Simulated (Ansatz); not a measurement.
# Hf3H: the cost of one run

Program: Ansatz 0.2.0. Level of theory: DFT PBE, scalar-relativistic, plane waves, PAW. These are calculated values, not measurements.

### 1 The system as given

Symmetry: Im-3m, No. 229, cubic system. The conventional cell has a = 3.610 Å, b = 3.610 Å, c = 3.610 Å, α = 90.00°, β = 90.00°, γ = 90.00°. Hf (site symmetry m-3m) has 8 Hf at 3.13 Å as nearest neighbours.

Structure file:

```cif
data_structure
_symmetry_space_group_name_H-M 'P 1'
_symmetry_Int_Tables_number 1
_cell_length_a 3.1264
_cell_length_b 3.1264
_cell_length_c 3.1264
_cell_angle_alpha 109.471
_cell_angle_beta 109.471
_cell_angle_gamma 109.471
_cell_volume 23.52
loop_
_atom_site_label
_atom_site_type_symbol
_atom_site_fract_x
_atom_site_fract_y
_atom_site_fract_z
_atom_site_occupancy
Hf1 Hf 0.00000 0.00000 0.00000 1
```

The structure comes from the Crystallography Open Database.

### 7 The grid

Atoms count from 1 in the order of the input.

H is moved over the surface cell; relaxed at each place: the height of the adsorbate's atoms; substrate rigid; the origin of the map has the adsorbate above Hf3.

- position of H4 along the first surface vector, from above Hf3: 6 values from 0.000 to 0.833, periodic
- position of H4 along the second surface vector, from above Hf3: 6 values from 0.000 to 0.833, periodic

Relaxed at each point: the height of the adsorbate's atoms; substrate rigid. Points are written as (first, second).

The two vectors of the plane (Å): (3.070, 0.000, 0.000); (-1.023, 2.894, 0.000).

(The set-up runs are not shown.)

### 8 Grid point (0/6, 0/6) of the map's two axes

input.yaml

```yaml
crystal:
  lattice:
    - [3.0697355021, 0.0, 0.0]
    - [-1.0232451674, 2.8941743867, 0.0]
    - [0.0, 0.0, 20.2814081478]
  atoms:
    - { symbol: Hf, position: [0.5, 0.5, 0.1972249644] }
    - { symbol: Hf, position: [0.0, 0.0, 0.3153436029] }
    - { symbol: Hf, position: [0.5, 0.5, 0.4329782273] }
    - { symbol: H, position: [0.5, 0.5, 0.534549084] }
basis:
  ecutwfc: 420
kpoints:
  mp_grid: { grid: [9, 9, 1] }
hamiltonian:
  xc: pbe
scf:
  occupations: { method: gaussian, width: 0.1 }
output:
  forces: true
  eigenvalues: true
relax:
  adjacent_minimum: "off"
  f_tol: 0.025
  max_steps: 16
  constraints: [{ sites: [0, 1, 2] }, { sites: [3], fix: xy }]
efield:
  axis: 3
  dipole_correction: true
  ramp_width: 0.04
```

Run with:

```bash
$ ansatz run input.yaml --threads 1 --pin off --max-ram 3072MiB --backend cpu --events-out ev --progress --plain --runs-dir out
```

What time and memory should one allow on 1 thread of AMD EPYC 7R43 (Zen 3), shared host?

About 47 s, with a peak of 0.54 GiB.
